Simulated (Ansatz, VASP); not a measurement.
# ZnSe (Stilleite) in VASP and in Ansatz

```xyz
2
Lattice="0.0000 2.8894 2.8894 2.8894 0.0000 2.8894 2.8894 2.8894 0.0000" Properties=species:S:1:pos:R:3 pbc="T T T"
Se    4.3341    4.3341    4.3341
Zn    0.0000    0.0000    0.0000
```

Alike in both runs: task single point; functional PBE; k mesh 8 × 8 × 8; occupations fermi-dirac, width 0.05 eV; no spin polarisation.

|  | VASP | Ansatz |
| --- | --- | --- |
| version | VASP 6.6.1 | Ansatz 0.2.0 |
| potentials or method | VASP PAW PBE potentials, release 64 (Se, Zn) | Ansatz PAW soft_1 |
| plane-wave cutoff (eV) | 520 | 420 |
| valence electrons in the cell | 18 | 28 |

Ansatz gave:

```
gap on the k mesh at the Fermi level (eV) : 1.06
least direct gap on the mesh (eV)         : 1.06
pressure (GPa)                            : -1.3
```

Task: What did VASP give for the same quantities?

Result: gap on the k mesh at the Fermi level (eV): 1.06; least direct gap on the mesh (eV): 1.06; pressure (GPa): -1.1.

The functional is the same, so the differences come from potentials, cutoffs and numerics. The two sets of potentials don't hold the same shells in valence.
